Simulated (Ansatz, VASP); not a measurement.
## Two plane-wave programs on Cd2S

```
CELL_PARAMETERS angstrom
3.93607 0.00000 0.00000
-1.96804 3.40874 0.00000
0.00000 0.00000 5.77020
ATOMIC_POSITIONS crystal
Cd 0.33333 0.66667 0.93272
Cd 0.66667 0.33333 0.57873
S 0.33333 0.66667 0.36571
```

The cell comes from a database or a generator and needn't be the stable form of this composition.

Alike in both runs: task single point; functional LDA; k mesh 8 × 8 × 5; occupations fermi-dirac, width 0.05 eV; no spin polarisation.

|  | VASP | Ansatz |
| --- | --- | --- |
| version | VASP 6.6.1 | Ansatz 0.2.0 |
| potentials or method | VASP PAW LDA potentials, release 64 (Cd, S) | Ansatz PAW |
| plane-wave cutoff (eV) | 520 | 420 |
| valence electrons in the cell | 30 | 46 |

VASP gave:

| Property | Result |
| --- | --- |
| gap on the k mesh at the Fermi level (eV) | 0.22 |
| least direct gap on the mesh (eV) | 0.57 |
| pressure (GPa) | -3.8 |
| largest component of the traceless stress (GPa) | 0.69 |
| rms of the force components (eV/Å) | 0.051 |

Task: What did Ansatz give for the same quantities?

Result: gap on the k mesh at the Fermi level (eV): 0.23; least direct gap on the mesh (eV): 0.57; pressure (GPa): -4.2; largest component of the traceless stress (GPa): 0.82; rms of the force components (eV/Å): 0.054.

Atom by atom the forces differ by 0.011 eV/Å (rms over components). The two sets of potentials don't hold the same shells in valence.

Caveats: an odd mesh through Γ misses points on the zone boundary, where band edges often lie (VASP); odd divisions of the mesh miss points on the zone boundary, where band edges often lie, so the gap on the mesh can be too wide (Ansatz); the PAW data sets come from PBE, with cores solved anew for the run's functional, which leaves a small shift of forces and pressure (Ansatz).
